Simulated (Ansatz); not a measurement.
The system is WS2 (Tungstenite).

```xyz
6
Lattice="3.1800 0.0000 0.0000 -1.5900 2.7540 0.0000 0.0000 0.0000 12.5000" Properties=species:S:1:pos:R:3 pbc="T T T"
W     1.5900    0.9180    9.3750
W     0.0000    1.8360    3.1250
S     1.5900    0.9180    4.6875
S     0.0000    1.8360   10.9375
S     1.5900    0.9180    1.5625
S     0.0000    1.8360    7.8125
```

Below is the output of Ansatz 0.2.0 for this cell. Logs are shortened: lines on timing, memory, paths and dates and some standing lists are left out, and cuts for length are marked.

```text
Warning: RAYON_NUM_THREADS=2 ignored (pool sized by the plan → 2); use --threads N
Engine: ansatz 0.2.0, x86_64-unknown-linux-gnu
Pseudopotentials: kind: paw
Pseudopotential: W, paw, valence charge 14, recommended cutoff 420 eV (normal), W.paw.azcp
Pseudopotential: S, paw, valence charge 6, recommended cutoff 420 eV (normal), S.paw.azcp
Functional definition: PBEsol
  exchange = pbesol_x
  correlation = pbesol_c
Crystal: 6 atoms, lattice volume = 109.470 Å³
Basis set: ecut = 420 eV, 2129 PW (Γ), exchange–correlation on 48×48×180 points (8 copies of the dense FFT grid, shifted against one another)
Bands: 32, of which v1, the nominal top of the filled ones, is band 26 counted from 1 (25 counted from 0)
Symmetry: 24 space group operations
Space group: P63/mmc (ITA 194), of the structure as read, at distance tolerance 4.8e-5 Å
k-points: 28 of 300
Non-local potential: W, projectors of the file, l = 0: 3, l = 1: 2, l = 2: 2, l = 3: 1
Non-local potential: S, projectors of the file, l = 0: 2, l = 1: 2, l = 2: 2
PAW form: soft (Blöchl's): semilocal exchange-correlation on the pseudo side does not see the compensation charge
PAW frozen core: W, regenerated for the run's functional, and the local potential with it (the file was generated under x = pbe(κ = 0.804, μ = 0.2195149727645171), c = pbe(β = 0.06672455060314922))
PAW frozen core: S, regenerated for the run's functional, and the local potential with it (the file was generated under x = pbe(κ = 0.804, μ = 0.2195149727645171), c = pbe(β = 0.06672455060314922))
PAW one-centre angular grid: W, 590 points (default); XC on 64 Gauss nodes
PAW one-centre angular grid: S, 110 points (default); XC on 64 Gauss nodes
Initial density: superposition of atomic densities (neutral atoms: chi_scale 0, normalization atom), corrected by the library's trained network
Initial wavefunctions: pseudopotential atomic-orbital guess
Functional: x = pbesol(κ = 0.804, μ = 0.12345679012345678), c = pbesol(β = 0.046)
[... 114 lines left out ...]
  E_core_change = 0.691382  (= ΣΔE_core)
  E_smearing   = -0.000016  (= −TS)
  E_closure    = 0.000000  (closes the sum)
  Σ components = -24058.034073   (vs F -24058.034073, Δ=0.00e0)
--- Forces (eV/Å), atoms counted from 1 ---
  atom   1  W      0.00000000    -0.00000000    -0.00000000
  atom   2  W      0.00000000     0.00000000     0.00000000
  atom   3  S      0.00000000    -0.00000000    -0.00003953
  atom   4  S      0.00000000     0.00000000    -0.00003953
  atom   5  S      0.00000000    -0.00000000     0.00003953
  atom   6  S      0.00000000     0.00000000     0.00003953
  max |Σ_I F_I| component: 1.85e-17 eV/Å
--- Stress (GPa, compression-positive) ---
        4.995346       0.000000      -0.000000
       -0.000000       4.995346      -0.000000
       -0.000000      -0.000000       4.990684
  P = ⅓ Tr σ = 4.9938 GPa (49.938 kbar)
--- Band table (eV; the first three rows and the last of 28) ---
  k-point 0: bands = ["-61.3911", "-61.3911", "-25.7399", "-25.7398", "-25.5002", "-25.5002", "-25.5002", "-25.5002", "-2.9296", "-2.4923", "-1.4225", "-0.6135", "4.8746", "6.4791", "8.7189", "9.5436", "9.5436", "9.5704", "9.5704", "10.8187", "10.8187", "10.9263", "10.9263", "11.5696", "11.9730", "13.2122", "15.4018", "15.4018", "15.4329", "15.4329", "15.4487", "15.4487"]
  k-point 1: bands = ["-61.3911", "-61.3911", "-25.7399", "-25.7399", "-25.5002", "-25.5002", "-25.5002", "-25.5002", "-2.8482", "-2.6409", "-1.1897", "-0.7976", "5.1903", "5.9429", "9.3978", "9.5500", "9.5500", "9.5633", "9.5633", "10.6010", "10.8454", "10.8454", "10.8992", "10.8992", "12.6351", "13.0809", "15.3918", "15.3918", "15.4159", "15.4159", "15.5438", "15.5438"]
  k-point 2: bands = ["-61.3888", "-61.3888", "-25.7321", "-25.7320", "-25.5428", "-25.5428", "-25.5100", "-25.5100", "-2.7481", "-2.3102", "-1.3367", "-0.5607", "5.0900", "6.6927", "8.4933", "9.0819", "9.1352", "9.7133", "9.7571", "10.2337", "10.5333", "10.6536", "10.8860", "11.6151", "12.0329", "12.7757", "15.2146", "15.2162", "15.3014", "15.4151", "15.4194", "15.6318"]
  k-point 27: bands = ["-61.3646", "-61.3646", "-25.8429", "-25.8429", "-25.7514", "-25.7514", "-25.6487", "-25.6487", "-0.0377", "-0.0213", "0.0667", "0.0789", "6.2705", "6.3834", "6.5175", "6.5470", "7.8041", "7.8332", "8.0410", "8.1462", "9.0821", "9.2334", "9.8868", "10.1518", "12.1017", "12.2724", "14.6425", "14.6687", "15.1280", "15.8940", "16.3754", "16.5204"]
--- Relaxed structure (7 steps of the walk, 6 accepted, 1 SCFs on fresh bases) ---
  F+E_penalty+E_count = -24058.03407346 eV   max|allowed force component| = 3.953e-5 eV/Å   (the final SCF, on the basis selected at the relaxed cell)
  cell:  # Å, volume = 98.0849 Å³
    - [3.108243754713857, 3.4140617847104515e-34, -1.2802731692664193e-33]
    - [-1.5541218773569285, 2.6918180527365276, 1.2272034339465393e-34]
    - [-5.535772351422509e-33, -3.355013546316671e-34, 11.723072626301253]
  atoms:
    - { symbol: W, position: [0.6666666666666665, 0.3333333333333333, 0.75] }
    - { symbol: W, position: [0.3333333333333333, 0.6666666666666666, 0.25] }
    - { symbol: S, position: [0.6666666666666665, 0.3333333333333333, 0.38417072994061] }
    - { symbol: S, position: [0.3333333333333333, 0.6666666666666666, 0.8841707299406102] }
    - { symbol: S, position: [0.6666666666666665, 0.3333333333333333, 0.11582927005938984] }
    - { symbol: S, position: [0.3333333333333333, 0.6666666666666666, 0.6158292700593899] }
```

Task: What input gives this log?

Result: Relaxation of cell and atoms with PBEsol, no spin polarisation. The files as run (others can give the same):

input.yaml
```yaml
crystal:
  lattice:
    - [3.18, 0.0, 0.0]
    - [-1.59, 2.753960784, 0.0]
    - [0.0, 0.0, 12.5]
  atoms:
    - { symbol: W, position: [0.6666666667, 0.3333333333, 0.75] }
    - { symbol: W, position: [0.3333333333, 0.6666666667, 0.25] }
    - { symbol: S, position: [0.6666666667, 0.3333333333, 0.375] }
    - { symbol: S, position: [0.3333333333, 0.6666666667, 0.875] }
    - { symbol: S, position: [0.6666666667, 0.3333333333, 0.125] }
    - { symbol: S, position: [0.3333333333, 0.6666666667, 0.625] }
hamiltonian:
  xc: pbesol
  pseudopotentials: { kind: paw }
kpoints:
  mp_grid: { grid: [10, 10, 3] }
scf:
  occupations: { method: fermi_dirac, width: 0.05 }
output:
  forces: true
  stress: true
  eigenvalues: true
relax:
  f_tol: 0.01
  max_steps: 40
  cell: { stress_tol: 0.05, p_target: 5.0 }
```

Potentials or basis: Ansatz PAW.
Command:
```console
$ ansatz run input.yaml --threads 2 --pin off --max-ram 5632MiB --backend cpu --events-out ev --progress --plain --runs-dir out
```

Caveat: odd divisions of the mesh miss points on the zone boundary, where band edges often lie, so the gap on the mesh can be too wide; the plane-wave basis is chosen anew once the cell has moved, so the energies of steps on either side of that aren't comparable; spin-orbit coupling is left out, which moves the levels of the heavy elements; this functional lacks dispersion, which binds the layers, so the pressure and a relaxed spacing across them are unreliable; the PAW data sets come from PBE, with cores solved anew for the run's functional, which leaves a small shift of forces and pressure.
